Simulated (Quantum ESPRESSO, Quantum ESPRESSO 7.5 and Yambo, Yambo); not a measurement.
# Quasiparticle gap of As (buckled honeycomb monolayer) in Yambo

How does a plane-wave GW calculation on As (buckled honeycomb monolayer) run from the first input to the gap?

Main program and level: Quantum ESPRESSO 7.5 and Yambo 5.3.0; PBE and many-body steps on it, plane waves.

Most raw output is cut from this account.

**1. The structure**

The cell holds 2 atoms: 2 As. Its edges and angles: a = 3.611 Å, b = 3.611 Å, c = 14.000 Å, α = 90.0°, β = 90.0°, γ = 120.0°. Vacuum lies along c.

The structure was relaxed with PBE. The runs that relaxed it are not among those shown.

**2. Ground state**

This step: Quantum ESPRESSO 7.5; DFT, PBE, plane waves, norm-conserving pseudopotentials.

The ground-state density comes first.

Contents of pw.in:

```
&control
  calculation = 'scf'
  prefix = 'x'
  outdir = 'o'
  pseudo_dir = 'pseudo'
/
&system
  ibrav = 0
  nat = 2
  ntyp = 1
  ecutwfc = 76.0
  nbnd = 20
  force_symmorphic = .true.
/
&electrons
  conv_thr = 1e-10
  electron_maxstep = 80
  mixing_beta = 0.5
/
ATOMIC_SPECIES
  As 74.922 As.upf
CELL_PARAMETERS angstrom
  3.6113928119 0.0000000000 0.0000000000
  -1.8056964060 3.1275579181 0.0000000000
  0.0000000000 0.0000000000 14.0000000000
ATOMIC_POSITIONS crystal
  As 0.3333333333 0.6666666667 0.4503491445
  As 0.6666666667 0.3333333333 0.5496508555
K_POINTS automatic
  12 12 1 0 0 0
```

On the command line:

```bash
$ OMP_NUM_THREADS=1 mpirun -n 4 pw.x -nk 4 -in pw.in > pw.out
```

Run time: 21 s. Hardware: 4 MPI ranks of Arm Neoverse V1, shared host; peak memory 0.5 GiB.

This step gave:

```
total energy               : -5772.4137 eV
gap                        : 1.638 eV
k of the valence top       : 0, 0, 0
k of the conduction bottom : 0, 0.3333, 0
least direct gap           : 1.936 eV
```

The gap is indirect, with the least direct gap 0.30 eV higher.

**3. Bands along the symmetry lines**

The cheap functional maps the bands first; the places of the edges decide which points the dearer methods must see.

Contents of pw.in:

```
&control
  calculation = 'bands'
  prefix = 'x'
  outdir = 'o'
  pseudo_dir = 'pseudo'
/
&system
  ibrav = 0
  nat = 2
  ntyp = 1
  ecutwfc = 76.0
  nbnd = 21
  force_symmorphic = .true.
/
&electrons
  conv_thr = 1e-9
  electron_maxstep = 80
  diago_full_acc = .true.
  diago_thr_init = 5e-6
/
ATOMIC_SPECIES
  As 74.922 As.upf
CELL_PARAMETERS angstrom
  3.6113928119 0.0000000000 0.0000000000
  -1.8056964060 3.1275579181 0.0000000000
  0.0000000000 0.0000000000 14.0000000000
ATOMIC_POSITIONS crystal
  As 0.3333333333 0.6666666667 0.4503491445
  As 0.6666666667 0.3333333333 0.5496508555
K_POINTS crystal
  25
  0.00000000 0.00000000 0.00000000 1
  0.06250000 0.00000000 0.00000000 1
  0.12500000 0.00000000 0.00000000 1
  0.18750000 0.00000000 0.00000000 1
  0.25000000 0.00000000 0.00000000 1
  0.31250000 0.00000000 0.00000000 1
  0.37500000 0.00000000 0.00000000 1
  0.43750000 0.00000000 0.00000000 1
  0.50000000 0.00000000 0.00000000 1
  0.47916667 0.04166667 0.00000000 1
  0.45833333 0.08333333 0.00000000 1
  0.43750000 0.12500000 0.00000000 1
  0.41666666 0.16666666 0.00000000 1
  0.39583333 0.20833333 0.00000000 1
  0.37500000 0.25000000 0.00000000 1
  0.35416666 0.29166666 0.00000000 1
  0.33333333 0.33333333 0.00000000 1
  0.29166666 0.29166666 0.00000000 1
  0.25000000 0.25000000 0.00000000 1
  0.20833333 0.20833333 0.00000000 1
  0.16666666 0.16666666 0.00000000 1
  0.12500000 0.12500000 0.00000000 1
  0.08333333 0.08333333 0.00000000 1
  0.04166667 0.04166667 0.00000000 1
  0.00000000 0.00000000 0.00000000 1
```

The job ended after 9.8 s (4 MPI ranks; peak memory 0.38 GiB; 39 s of CPU time).

Numbers from this step:

```yaml
gap: 1.622 eV
k_of_the_valence_top: 0, 0, 0
k_of_the_conduction_bottom: 0.3125, 0, 0
least_direct_gap: 1.936 eV
```

The gap is 1.622 eV, −0.015 eV from the run before at this level.

Electronic bands along the path, in eV, zero at the top of the highest filled band:

| point | band 12 | band 13 | band 14 | band 15 | band 16 | band 17 | band 18 | band 19 |
| --- | --- | --- | --- | --- | --- | --- | --- | --- |
| Γ | -7.15 | -0.52 | 0.00 | 0.00 | 1.94 | 3.49 | 3.49 | 5.00 |
| halfway | -7.35 | -3.17 | -1.14 | -0.40 | 1.74 | 4.31 | 4.41 | 5.81 |
| M | -9.09 | -3.37 | -1.86 | -1.54 | 1.99 | 3.17 | 4.51 | 6.32 |
| halfway | -9.22 | -3.72 | -2.42 | -1.54 | 2.69 | 3.65 | 4.19 | 6.85 |
| K | -9.92 | -4.32 | -1.96 | -1.96 | 2.04 | 4.57 | 4.57 | 8.11 |
| halfway | -7.52 | -3.17 | -2.23 | -0.38 | 2.79 | 3.48 | 4.71 | 6.16 |
| Γ | -7.15 | -0.52 | 0.00 | 0.00 | 1.94 | 3.49 | 3.49 | 5.00 |

**4. Empty states on the mesh, 6×6×1 mesh, 225 bands**

The sums over transitions need many empty states on a uniform mesh; this step solves for them.

Contents of pw.in:

```
&control
  calculation = 'nscf'
  prefix = 'x'
  outdir = 'o'
  pseudo_dir = 'pseudo'
/
&system
  ibrav = 0
  nat = 2
  ntyp = 1
  ecutwfc = 76.0
  nbnd = 225
  force_symmorphic = .true.
/
&electrons
  conv_thr = 1e-9
  electron_maxstep = 80
  diago_full_acc = .true.
  diago_thr_init = 5e-6
/
ATOMIC_SPECIES
  As 74.922 As.upf
CELL_PARAMETERS angstrom
  3.6113928119 0.0000000000 0.0000000000
  -1.8056964060 3.1275579181 0.0000000000
  0.0000000000 0.0000000000 14.0000000000
ATOMIC_POSITIONS crystal
  As 0.3333333333 0.6666666667 0.4503491445
  As 0.6666666667 0.3333333333 0.5496508555
K_POINTS automatic
  6 6 1 0 0 0
```

The job ended after 59 s (4 MPI ranks; peak memory 1.1 GiB).

Numbers from this step:

| Quantity | Value |
| --- | --- |
| gap | 1.638 eV |
| k of the valence top | 0, 0, 0 |
| k of the conduction bottom | 0, 0.3333, 0 |
| least direct gap | 1.936 eV |
| k points computed | 7 |
| lowest point of the top converged band, above the valence top | 66.9914 eV |

On this mesh the gap is 1.638 eV.

**5. Conversion and set-up**

This step: Yambo 5.3.0; conversion and set-up on PBE, plane waves, norm-conserving pseudopotentials.

The states are converted to the many-body program's format and the q mesh is built.

On the command line:

```bash
$ (cd o/x.save; p2y > p2y.log; mv SAVE ../..); yambo > setup.log
```

Wall time 2.3 s (1 MPI rank); peak memory 0.25 GiB.

**6. Screening and self-energy, 6×6×1 mesh, 225 bands, screening to 163.3 eV**

Now the one-shot GW correction: screening in the RPA, then the self-energy of the levels asked for.

This step: G0W0 on PBE, plane waves, norm-conserving pseudopotentials.

Contents of gw3.in:

```
HF_and_locXC
gw0
dyson
ppa
em1d
rim_cut
rim_w
RandQpts= 3000000
RandGvec= 100 RL
CUTGeo= "slab z"
RandGvecW= 9 RL
EXXRLvcs= 76 Ry
VXCRLvcs= 304 Ry
Chimod= "HARTREE"
% BndsRnXp
 1 | 225 |
%
NGsBlkXp= 12 Ry
% LongDrXp
 1 | 1 | 0 |
%
% GbndRnge
 1 | 225 |
%
DysSolver= "n"
ExtendOut
PPAPntXp= 27.21138 eV
% QPkrange
 1 | 1 | 14 | 17 |
 3 | 3 | 14 | 17 |
%
```

On the command line:

```bash
$ OMP_NUM_THREADS=1 mpirun -n 4 yambo -F gw3.in -J gw3 -C gw3 > gw3.log
```

Run time: 14 min. Hardware: 4 MPI ranks; peak memory 2.9 GiB; 54 min of CPU time.

This step gave:

| Item | Value |
| --- | --- |
| G0W0 gap on the points computed | 2.904 eV |
| starting gap on the mesh | 1.638 eV |
| k of the valence top | 0, 0, 0 |
| k of the conduction bottom | 0, 0.3333, 0 |
| least direct G0W0 gap on the computed points | 3.249 eV |
| Z at the valence top | 0.7383 |
| Z at the conduction bottom | 0.7458 |

The gap on the mesh goes from 1.64 eV to 2.90 eV, a correction of +1.27 eV.

Limits: finite bands, cutoff and mesh; exchange with frozen shells missing; no spin-orbit coupling. v1 is the top filled band, c1 the lowest empty one. The levels before and after the correction (eV, zero at the valence-band top of each column):

|  | conduction bottom | valence top |
| --- | --- | --- |
| Kohn-Sham | 1.64 | 0.00 |
| G0W0 | 2.90 | 0.00 |

|  | level | energy (eV) |
| --- | --- | --- |
| Kohn-Sham | Γ v2-v1 | 0.000 |
| Kohn-Sham | Γ c1 | 1.936 |
| Kohn-Sham | Γ c2 | 3.493 |
| Kohn-Sham | (0 0.333 0) v2 | -1.527 |
| Kohn-Sham | (0 0.333 0) v1 | -0.737 |
| Kohn-Sham | (0 0.333 0) c1 | 1.638 |
| Kohn-Sham | (0 0.333 0) c2 | 3.860 |
| G0W0 | Γ v2-v1 | 0.000 |
| G0W0 | Γ c1 | 3.249 |
| G0W0 | Γ c2 | 4.788 |
| G0W0 | (0 0.333 0) v2 | -1.558 |
| G0W0 | (0 0.333 0) v1 | -0.837 |
| G0W0 | (0 0.333 0) c1 | 2.904 |
| G0W0 | (0 0.333 0) c2 | 5.225 |

**7. Where the time went**

Times are wall times on the hardware named with each run, good to a factor of about two.

| step | time | share | memory (GiB) |
| --- | --- | --- | --- |
| ground state | 21 s | 2 % | 0.5 |
| bands along the symmetry lines | 9.8 s | 1 % | 0.38 |
| empty states on the mesh | 59 s | 7 % | 1.1 |
| conversion and set-up | 2.3 s | 0 % | 0.25 |
| screening and self-energy | 14 min | 90 % | 2.9 |

**8. Results**

| Property | Result |
| --- | --- |
| PBE gap | 1.62 eV, indirect |
| G0W0 gap on the mesh | 2.90 eV |
| GW settings | 6×6×1 mesh, 225 bands, screening to 163.3 eV, Godby-Needs plasmon pole |
| known limits | not at the basis limit; exchange with frozen shells missing; no spin-orbit coupling |

**Reading.** G0W0 moves the gap on the mesh from 1.64 eV to 2.90 eV (+1.27 eV), with Z of 0.74 and 0.75 at the edges. Only 2 of the mesh's irreducible points were corrected, so a valley elsewhere could overtake. The dearest step here is «screening and self-energy». Bands and cutoff are finite, so the gap is not at the basis limit. The miss can reach some tenths of an eV and take either sign; the mesh is an error of its own. In the G0W0 run levels were corrected at 2 k points alone, so a gap called «on the mesh» is the least over those, and an edge elsewhere would be missed. The norm-conserving file of at least one element keeps a d shell over frozen s and p shells of the same row. Exchange with those shells is missing from the self-energy, an error of 0.3 to 0.9 eV in cases checked, whose sign depends on which edge lies on those atoms. The many-body steps are scalar-relativistic: spin-orbit coupling is not in them.

[Paths, hosts, dates, memory and timing lines, banners, echoed tables and standing remarks are left out of the program output.]

[Logs are printed without paths, hosts, clocks, repeated set-up lines and the standing remarks that a program may print on its own settings, such as how far it seeks lower states.]

[Runs of the session that timed out or met a known fault of the program may be left out.]

[Hosts, paths, dates, database ids (printed as entryN), source tags and the programs' standing remarks are cut or masked in the printed files.]
